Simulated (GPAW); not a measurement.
Input of a GPAW 26.7.0 run:

Contents of run.py:

```python
from ase.io import read
from gpaw import PW
from gpaw.dft import DFT

atoms = read('Pr.xyz')
atoms.set_initial_magnetic_moments([2.0])

dft = DFT(atoms,
          mode=PW(800),
          xc='PBE',
          kpts={'size': (9, 9, 9), 'gamma': True},
          occupations={'name': 'fermi-dirac', 'width': 0.05},
          nbands=18,
          convergence={'density': 1e-05, 'energy': 1e-05},
          maxiter=150,
          txt='gpaw.txt')
print(f'Energy: {dft.calculate_energy():.6f} eV')
print('Forces (eV/A):')
print(dft.calculate_forces().round(4))
print('Stress (eV/A^3):', dft.calculate_stress().round(6))
print('Moments:', dft.magmoms()[1].round(3))
dft.write_gpw_file('gs.gpw')
```

The input Pr.xyz:

```xyz
1
Lattice="-2.0973721543 2.0973721543 2.0973721543 2.0973721543 -2.0973721543 2.0973721543 2.0973721543 2.0973721543 -2.0973721543" Properties=species:S:1:pos:R:3 pbc="T T T"
Pr     0.0000000000      0.0000000000      0.0000000000
```

Potentials or basis: GPAW PAW data sets (gpaw-data 1.2.1), pw.

Run with:

```console
$ OMP_NUM_THREADS=1 python run.py
```

What does it give for the band gap on the k mesh?

None (metal or under the smearing width).

What does it give for the site moments?

Pr +2.27 μB.

Caveat: one-centre terms of the f shell are cut off; the magnetic or orbital state may not be the lowest; spin-orbit coupling is left out, which moves the levels of the heavy elements. The state reached can hang on the start; a lower one may exist.
